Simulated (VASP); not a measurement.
# Ge3N4 (Fd-3m) in VASP: further runs

The runs below take Ge3N4 through relaxation of cell and atoms, with PBE.

All numbers are computed with VASP 6.6.1; they aren't measurements. Logs are shortened: lines on timing, memory, paths and dates and some standing lists are left out, and cuts for length are marked.

## (1) The structure

Symmetry: Fd-3m, No. 227, cubic system. The conventional cell has a = 8.309 Å, b = 8.309 Å, c = 8.309 Å, α = 90.00°, β = 90.00°, γ = 90.00°. Ge (site symmetry -3m) is surrounded by 6 N at 2.01 Å. Around Ge (site symmetry -43m) lie 4 N at 1.92 Å. N (site symmetry 3m) is surrounded by 4 Ge at 1.92 to 2.01 Å.

## (2) Relaxation of cell and atoms, PBE

INCAR reads:

```
SYSTEM = Ge3N4
  PREC = Accurate
  ENCUT = 520
  EDIFF = 1E-6
  ISMEAR = 0
  SIGMA = 0.1
  LREAL = .False.
  LASPH = .True.
  NELM = 120
  ALGO = Normal
  ISIF = 3
  LWAVE = .False.
  LCHARG = .False.
  GGA = PE
  IBRION = 2
  NSW = 90
  EDIFFG = -0.01
  KPAR = 4
```

KPOINTS reads:

```
Automatic mesh
0
Gamma
  6 6 6
  0 0 0
```

POSCAR reads:

```
Ge3N4
1.0
    0.0000000000      4.1545500000      4.1545500000
    4.1545500000      0.0000000000      4.1545500000
    4.1545500000      4.1545500000      0.0000000000
Ge N
6 8
Direct
    0.1250000000      0.1250000000      0.1250000000
    0.6250000000      0.1250000000      0.1250000000
    0.1250000000      0.1250000000      0.6250000000
    0.1250000000      0.6250000000      0.1250000000
    0.5000000000      0.5000000000      0.5000000000
    0.7500000000      0.7500000000      0.7500000000
    0.8832000000      0.8832000000      0.8832000000
    0.8996000000      0.3668000000      0.3668000000
    0.8832000000      0.8832000000      0.3504000000
    0.3668000000      0.8996000000      0.3668000000
    0.3504000000      0.8832000000      0.8832000000
    0.3668000000      0.3668000000      0.3668000000
    0.8832000000      0.3504000000      0.8832000000
    0.3668000000      0.3668000000      0.8996000000
```

Potentials or basis: VASP PAW PBE potentials, release 64 (Ge_d, N).

Started as:

```
$ cat potpaw_PBE.64/Ge_d/POTCAR potpaw_PBE.64/N/POTCAR > POTCAR
$ mpirun -np 4 vasp_std > vasp.out
```

OUTCAR:

```text
SYSTEM = Ge3N4
   PREC = Accurate
   ENCUT = 520
   EDIFF = 1E-6
   ISMEAR = 0
   LREAL = .False.
   LASPH = .True.
   NELM = 120
   ISIF = 3
   GGA = PE
   IBRION = 2
   NSW = 90
   EDIFFG = -0.01

 ion  position               nearest neighbor table
   1  0.125  0.125  0.125-   8 2.01   9 2.01  10 2.01  11 2.01  13 2.01  14 2.01
   2  0.625  0.125  0.125-   7 2.01  12 2.01  10 2.01   9 2.01  13 2.01  14 2.01
   3  0.125  0.125  0.625-   7 2.01  12 2.01  10 2.01  11 2.01   8 2.01  13 2.01
   4  0.125  0.625  0.125-   7 2.01  12 2.01   9 2.01  11 2.01   8 2.01  14 2.01
   5  0.500  0.500  0.500-   8 1.92  10 1.92  14 1.92  12 1.92
   6  0.750  0.750  0.750-   9 1.92  11 1.92  13 1.92   7 1.92
   7  0.883  0.883  0.883-   6 1.92   3 2.01   4 2.01   2 2.01
   8  0.900  0.367  0.367-   5 1.92   1 2.01   4 2.01   3 2.01
   9  0.883  0.883  0.350-   6 1.92   1 2.01   4 2.01   2 2.01
  10  0.367  0.900  0.367-   5 1.92   1 2.01   3 2.01   2 2.01
  11  0.350  0.883  0.883-   6 1.92   1 2.01   4 2.01   3 2.01
  12  0.367  0.367  0.367-   5 1.92   3 2.01   4 2.01   2 2.01
  13  0.883  0.350  0.883-   6 1.92   1 2.01   3 2.01   2 2.01
  14  0.367  0.367  0.900-   5 1.92   1 2.01   4 2.01   2 2.01

  LATTYP: Found a face centered cubic cell.
 ALAT       =     8.3091000000

  Lattice vectors:

 A1 = (   0.0000000000,   4.1545500000,   4.1545500000)
 A2 = (   4.1545500000,   0.0000000000,   4.1545500000)
 A3 = (   4.1545500000,   4.1545500000,   0.0000000000)

Analysis of symmetry for initial positions (statically):
=====================================================================
 Subroutine PRICEL returns:
 Original cell was already a primitive cell.

 Routine SETGRP: Setting up the symmetry group for a
 face centered cubic supercell.

 Subroutine GETGRP returns: Found 48 space group operations
 (whereof 24 operations were pure point group operations)
 out of a pool of 48 trial point group operations.

The static configuration has the point symmetry T_d .
 The point group associated with its full space group is O_h .

Analysis of symmetry for dynamics (positions and initial velocities):
=====================================================================
 Subroutine PRICEL returns:
 Original cell was already a primitive cell.

 Routine SETGRP: Setting up the symmetry group for a
 face centered cubic supercell.

 Subroutine GETGRP returns: Found 48 space group operations
 (whereof 24 operations were pure point group operations)
 out of a pool of 48 trial point group operations.

The dynamic configuration has the point symmetry T_d .
 The point group associated with its full space group is O_h .

 Subroutine INISYM returns: Found 48 space group operations
 (whereof 24 operations are pure point group operations),
 and found     1 'primitive' translations

[... 108 lines left out ...]
   NELM   =    120;   NELMIN=  2; NELMDL= -5     # of ELM steps
   EDIFF  = 0.1E-05   stopping-criterion for ELM
   LREAL  =      F    real-space projection
   EDIFFG = -.1E-01   stopping-criterion for IOM
   NSW    =     90    number of steps for IOM
   IBRION =      2    ionic relax: 0-MD 1-quasi-New 2-CG
   NFREE  =      1    steps in history (QN), initial steepest desc. (CG)
   ISIF   =      3    stress and relaxation
   ISYM   =      2    0-nonsym 1-usesym 2-fastsym
   POTIM  = 0.5000    time-step for ionic-motion
   TEBEG  =    0.0;   TEEND  =   0.0 temperature during run
   PSTRESS=    0.0 pullay stress
   NELECT =     124.0000    total number of electrons
   NUPDOWN=      -1.0000    fix difference up-down
   EMIN   =  10.00;   EMAX   =-10.00  energy-range for DOS
   EFERMI =   0.00;   METHOD = LEGACY
   ISMEAR =     0;   SIGMA  =   0.10  broadening in eV -4-tet -1-fermi 0-gaus
   EFERMI_NEDOS =   21; number of points for ismear=-14 and -15
   IALGO  =     38    algorithm
   IMIX   =      4    mixing-type and parameters
     AMIX     =   0.40;   BMIX     =  1.00
     AMIX_MAG =   1.60;   BMIX_MAG =  1.00
  volume/ion in A,a.u.               =      10.24        69.13
  Fermi-wavevector in a.u.,A,eV,Ry     =   1.559605  2.947227 33.094391  2.432369
  Thomas-Fermi vector in A             =   2.662939
   LORBIT       =      0    0 simple, 1 ext, 2 COOP (PROOUT), +10 PAW based schemes
   GGA     = PE    functional components
   LHFCALC =     F    Hartree Fock is set to
   AEXX    =    0.0000 exact exchange contribution
   IVDW    =     0    specifies the selected vdW correction
   LEPSILON=     F    determine dielectric tensor
   LRPA    =     F    only Hartree local field effects (RPA)
 conjugate gradient relaxation of ions
 non-spin polarized calculation
 Gauss-broadening in eV      SIGMA  =   0.10
  energy-cutoff  :      520.00
  volume of cell :      143.42
 maximum number of plane-waves:      3892
 NGX is ok and might be reduce to    48
   NGX = 21   NGY = 21   NGZ = 21

--------------------------------------- Ionic step        1  -------------------------------------------

 number of electron     123.9999946 magnetization

 Free energy of the ion-electron system (eV)
  ---------------------------------------------------
  ext. energy  EPLUGINS =         0.00000000
  ---------------------------------------------------
  free energy    TOTEN  =       -92.78925719 eV

  energy without entropy =      -92.78925719  energy(sigma->0) =      -92.78925719

------------------------ aborting loop because EDIFF is reached ----------------------------------------

  FORCE on cell =-STRESS in cart. coord.  units (eV):
  Direction    XX          YY          ZZ          XY          YZ          ZX
  --------------------------------------------------------------------------------------
  -------------------------------------------------------------------------------------
  Total        0.1621397      0.1621397      0.1621397     -0.0000000     -0.0000000      0.0000000
  in kB        1.8113312      1.8113312      1.8113312     -0.0000000     -0.0000000      0.0000000
  external PRESSURE =       1.8113312 kB  Pullay stress =       0.0000000 kB
[... 83 lines left out ...]
--------------------------------------- Ionic step        3  -------------------------------------------

 number of electron     123.9999943 magnetization

 Free energy of the ion-electron system (eV)
  ---------------------------------------------------
  ext. energy  EPLUGINS =         0.00000000
  ---------------------------------------------------
  free energy    TOTEN  =       -92.78937174 eV

  energy without entropy =      -92.78937174  energy(sigma->0) =      -92.78937174

 E-fermi :   7.4358     XC(G=0): -12.2461

 val. band max:        6.9599362575   @ k =   0.0000   0.0000   0.0000
 cond. band min:       8.8575207641   @ k =   0.0000   0.0000   0.0000
 fundamental gap:      1.8975845066
 Fermi energy:         7.4357583456

 k-point     1 :       0.0000    0.0000    0.0000
  band No.  band energies     occupation
      1     -17.3624      2.00000
      2     -17.3624      2.00000
      3     -17.3624      2.00000
      4     -17.3527      2.00000
      5     -17.3527      2.00000
      6     -17.3527      2.00000
[... 1262 lines left out ...]
  FREE ENERGIE OF THE ION-ELECTRON SYSTEM (eV)
  ---------------------------------------------------
  free  energy   TOTEN  =       -92.7893717400 eV

  energy  without entropy=      -92.7893717400  energy(sigma->0) =      -92.78937174

 reached required accuracy - stopping structural energy minimisation
```

OSZICAR:

```text
N       E                     dE             d eps       ncg     rms          rms(c)
DAV:   1     0.201545062657E+04    0.20155E+04   -0.50001E+04  3176   0.466E+03
[... 24 lines left out ...]
       N       E                     dE             d eps       ncg     rms          rms(c)
DAV:   1    -0.927896458539E+02   -0.31748E-03   -0.50187E-03  3238   0.888E-01    0.106E-01
DAV:   2    -0.927894497550E+02    0.19610E-03   -0.35767E-04  3214   0.227E-01    0.556E-02
DAV:   3    -0.927893747075E+02    0.75048E-04   -0.18007E-04  3332   0.164E-01    0.138E-02
DAV:   4    -0.927893732599E+02    0.14476E-05   -0.12959E-05  2598   0.233E-02    0.108E-02
DAV:   5    -0.927893714986E+02    0.17612E-05   -0.10092E-05  2156   0.163E-02    0.404E-03
DAV:   6    -0.927893717400E+02   -0.24133E-06   -0.56944E-07  1292   0.893E-03
   3 F= -.92789372E+02 E0= -.92789372E+02  d E =-.114550E-03
```

Run time: 2.6 min. Hardware: 4 MPI ranks of Intel Xeon Platinum 8559C (Emerald Rapids), shared host; peak memory 0.39 GiB.

Results:

```yaml
Free_energy: -92.7894 eV
Relaxed_volume: 10.26 Å³/atom
Relaxed_cell: a = 5.878 Å, b = 5.878 Å, c = 5.878 Å, α = 60.00°, β = 60.00°, γ = 60.00°
Space_group_after_relaxing_to_0.05_Å: Fd-3m (No. 227)
Energy_gained_by_relaxing: 0.0 meV/atom
Ionic_steps: 3
Pressure_after_relaxing: 0.0 GPa
Largest_force_after_relaxing: 0.005 eV/Å
Band_gap_on_the_k_mesh: 1.90 eV, direct
```

Forces on the atoms (eV/Å):
```
Ge   0.000  0.000  0.000
Ge   0.000  0.000  0.000
Ge   0.000  0.000  0.000
Ge   0.000  0.000  0.000
Ge   0.000  0.000  0.000
Ge   0.000  0.000  0.000
N    0.003  0.003  0.003
N   -0.003  0.003  0.003
N   -0.003 -0.003  0.003
N    0.003 -0.003  0.003
N    0.003 -0.003 -0.003
N   -0.003 -0.003 -0.003
N   -0.003  0.003 -0.003
N    0.003  0.003 -0.003
```

The path:
| step | energy change (eV) | largest force (eV/Å) | pressure (GPa) | volume (Å³) |
| --- | --- | --- | --- | --- |
| 1 | 0.0000 | 0.0066 | 0.18 | 143.42 |
| 2 | -0.0001 | 0.0106 | -0.14 | 143.66 |
| 3 | -0.0001 | 0.0049 | 0.00 | 143.58 |

Final structure:
```cif
data_structure
_symmetry_space_group_name_H-M 'P 1'
_symmetry_Int_Tables_number 1
_cell_length_a 5.8776
_cell_length_b 5.8776
_cell_length_c 5.8776
_cell_angle_alpha 60.000
_cell_angle_beta 60.000
_cell_angle_gamma 60.000
_cell_volume 143.58
loop_
_atom_site_label
_atom_site_type_symbol
_atom_site_fract_x
_atom_site_fract_y
_atom_site_fract_z
_atom_site_occupancy
Ge1 Ge 0.12500 0.12500 0.12500 1
Ge2 Ge 0.62500 0.12500 0.12500 1
Ge3 Ge 0.12500 0.12500 0.62500 1
Ge4 Ge 0.12500 0.62500 0.12500 1
Ge5 Ge 0.50000 0.50000 0.50000 1
Ge6 Ge 0.75000 0.75000 0.75000 1
N1 N 0.88319 0.88319 0.88319 1
N2 N 0.89956 0.36681 0.36681 1
N3 N 0.88319 0.88319 0.35044 1
N4 N 0.36681 0.89956 0.36681 1
N5 N 0.35044 0.88319 0.88319 1
N6 N 0.36681 0.36681 0.36681 1
N7 N 0.88319 0.35044 0.88319 1
N8 N 0.36681 0.36681 0.89956 1
```

A k mesh can miss the band edges. A hybrid or GW would open this gap; PBE tends to underestimate it.

(Part 1 of 2 ends here.)
